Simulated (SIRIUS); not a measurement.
Wanted: the native input for a SIRIUS 7.10.0 run.

```
Task                : single point
Functional          : PBE
Potentials or basis : PseudoDojo 0.4.1 PBE standard (scalar relativistic)
Cutoff              : 1152 eV
Density cutoff      : 4606 eV
k mesh              : 9 × 9 × 9
Occupations         : fermi-dirac, width 0.05 eV
Spin                : no spin polarisation
Libxc names         : ["XC_GGA_X_PBE", "XC_GGA_C_PBE"]
Energy tol          : 1e-08 Ha
Density tol         : 1e-06
Mixer               : anderson
Mixing beta         : 0.7
Max scf             : 100
```

PbO2:

```
CELL_PARAMETERS angstrom
0.00000 2.70199 2.70199
2.70199 0.00000 2.70199
2.70199 2.70199 0.00000
ATOMIC_POSITIONS crystal
Pb 0.00000 0.00000 0.00000
O 0.75000 0.75000 0.75000
O 0.25000 0.25000 0.25000
```

The cell comes from a database or a generator and needn't be the stable form of this composition.

One way to write it, as run:

sirius.json

```json
{
  "control": {
    "processing_unit": "cpu",
    "verbosity": 2,
    "num_bands_to_print": 21,
    "print_forces": true,
    "print_stress": true
  },
  "parameters": {
    "electronic_structure_method": "pseudopotential",
    "xc_functionals": ["XC_GGA_X_PBE", "XC_GGA_C_PBE"],
    "gk_cutoff": 9.2,
    "pw_cutoff": 18.4,
    "ngridk": [9, 9, 9],
    "shiftk": [0, 0, 0],
    "smearing": "fermi_dirac",
    "smearing_width": 0.0018374661,
    "num_bands": 21,
    "num_mag_dims": 0,
    "num_dft_iter": 100,
    "energy_tol": 1e-08,
    "density_tol": 1e-06
  },
  "iterative_solver": {
    "type": "davidson",
    "min_tolerance": 1e-10
  },
  "mixer": {
    "type": "anderson",
    "beta": 0.7,
    "max_history": 8
  },
  "settings": {
    "tol_ne": 1e-10
  },
  "unit_cell": {
    "lattice_vectors": [
      [0.0, 0.707106781187, 0.707106781187],
      [0.707106781187, 0.0, 0.707106781187],
      [0.707106781187, 0.707106781187, 0.0]
    ],
    "lattice_vectors_scale": 7.2210096223,
    "atom_coordinate_units": "lattice",
    "atom_types": ["Pb", "O"],
    "atom_files": {
      "Pb": "Pb.json",
      "O": "O.json"
    },
    "atoms": {
      "Pb": [
        [0.0, 0.0, 0.0]
      ],
      "O": [
        [0.75, 0.75, 0.75],
        [0.25, 0.25, 0.25]
      ]
    }
  }
}
```

Potentials or basis: PseudoDojo 0.4.1 PBE standard (scalar relativistic).

Run with:

```bash
$ upf_to_json Pb.upf
$ upf_to_json O.upf
$ OMP_NUM_THREADS=1 sirius.scf --input=sirius.json --output=out.json --task=0
```

Results of the run:

- Pressure: 1.1 GPa
- Band gap on the k mesh: none (metal or under the smearing width)

Run time: 73 s on 1 thread of Arm Neoverse V2 (shared host), peak memory 0.43 GiB.
